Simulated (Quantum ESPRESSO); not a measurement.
Crystal: MgS.

```
CELL_PARAMETERS angstrom
0.00000 2.83312 2.83312
2.83312 0.00000 2.83312
2.83312 2.83312 0.00000
ATOMIC_POSITIONS crystal
S 0.25000 0.25000 0.25000
Mg 0.00000 0.00000 0.00000
```

The cell comes from a database or a generator and needn't be the stable form of this composition.

| Quantity | Value |
| --- | --- |
| Program | Quantum ESPRESSO 7.5 |
| Task | phonons |
| Functional | LDA |
| Potentials or basis | PseudoDojo 0.4.1 SR LDA standard |
| Cutoff | 1143 eV |
| Density cutoff | 4572 eV |
| k mesh | 4 × 4 × 4, shifted |
| Occupations | fermi-dirac, width 0.05 eV |
| Spin | no spin polarisation |
| Target pressure | 80 GPa |
| Form of the LDA correlation | PW92 |
| Mixing beta | 0.5 |
| Most SCF iterations | 120 |
| SCF threshold | 4e-10 Ry |

The cell and the atoms were relaxed first at 80 GPa, to 13.43 Å³/atom (a = 3.361 Å, b = 3.361 Å, c = 3.361 Å, α = 60.00°, β = 60.00°, γ = 60.00°), and the response was taken there.

The first run showed a gap, so the response started from a second, tighter run with fixed occupations.

The run gives a transverse optical frequency of 659 cm⁻¹, an electronic dielectric constant of 4.88 and Born charges of ±1.60 e.

Problem. What are the longitudinal frequency and the static dielectric constant?

Solution. The longitudinal mode lies at 710 cm⁻¹, 51 cm⁻¹ over the transverse one, and the static constant is 5.65. The two agree with the Lyddane-Sachs-Teller relation: (710/659)² = 1.16 and 5.65/4.88 = 1.16.

Caveat: the volume moved by over 15 % at a fixed basis, so the end points are rough; the cell is more than 3 GPa from zero pressure, which shifts response properties.
